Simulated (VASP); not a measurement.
**VASP 6.6.1 run: MgH₂**

INCAR

```
SIGMA = 0.02
PREC = Accurate
LREAL = .FALSE.
NSW = 0
NBANDS = 9
GGA = PE
LWAVE = .FALSE.
ENCUT = 800
IBRION = -1
NELM = 74
ISMEAR = -1
LASPH = .TRUE.
EDIFF = 1E-7
ISIF = 2
LCHARG = .FALSE.
```

KPOINTS

```
KPOINTS created by Atomic Simulation Environment
0
Gamma
8 8 8
0 0 0
```

POSCAR

```
Mg H
 1.0000000000000000
     0.0684000000000000    2.3769000000000000    2.3108000000000000
     2.3881999999999999    0.0153000000000000    2.3639999999999999
     2.3256999999999999    2.3675999999999999    0.0778000000000000
 Mg  H
   1   2
Cartesian
  2.4224106200000000  2.3693602199999999  0.2546172400000000
  1.1291654499999999  1.3745868299999999  1.1961883799999999
  3.6512720100000000  3.5965400399999998  3.6784812999999996
```

The recommended PBE PAW datasets give the neutral cell 4 valence electrons.

Command

```
mpirun -np 1 vasp_std
```

Q: Predict the outcome of this run.

A: It converged. Results: gap between bands v and c on the k mesh -1.34 eV (bands overlap: a metal); least direct gap on the k mesh 2.22 eV; pressure 5.6 GPa; largest force 0.68 eV/Å. Band v is the last that the valence electrons fill when counted band by band, and c is the next.

OSZICAR

```
N       E                     dE             d eps       ncg     rms          rms(c)
DAV:   1    -0.105099803471E+01   -0.10510E+01   -0.21893E+03  4688   0.487E+02
DAV:   2    -0.884985102239E+01   -0.77989E+01   -0.72824E+01  6064   0.519E+01
DAV:   3    -0.906792237340E+01   -0.21807E+00   -0.21787E+00  5776   0.848E+00
DAV:   4    -0.906839014391E+01   -0.46777E-03   -0.46776E-03  6145   0.361E-01
DAV:   5    -0.906839171532E+01   -0.15714E-05   -0.15715E-05  5719   0.177E-02    0.485E+00
DAV:   6    -0.854286270371E+01    0.52553E+00   -0.35482E-01  4959   0.232E+00    0.251E+00
DAV:   7    -0.836336174200E+01    0.17950E+00   -0.51160E-01  5194   0.307E+00    0.494E-01
DAV:   8    -0.836891462705E+01   -0.55529E-02   -0.31578E-02  4995   0.669E-01    0.436E-01
DAV:   9    -0.836403536982E+01    0.48793E-02   -0.93393E-03  5130   0.384E-01    0.279E-02
DAV:  10    -0.836404470935E+01   -0.93395E-05   -0.20907E-04  5888   0.914E-02    0.113E-02
DAV:  11    -0.836405389227E+01   -0.91829E-05   -0.12121E-05  5323   0.149E-02    0.723E-03
DAV:  12    -0.836405265199E+01    0.12403E-05   -0.24212E-06  5672   0.623E-03    0.128E-03
DAV:  13    -0.836405277363E+01   -0.12164E-06   -0.21267E-07  5239   0.246E-03    0.558E-04
DAV:  14    -0.836405278670E+01   -0.13069E-07   -0.78185E-09  2565   0.478E-04
   1 F= -.83640528E+01 E0= -.83638126E+01  d E =-.480473E-03
```

For comparison, a separate PBE run of the intended cell, on usual settings and not on those above, gives a gap of -1.34 eV on its mesh and a pressure of 5.5 GPa.
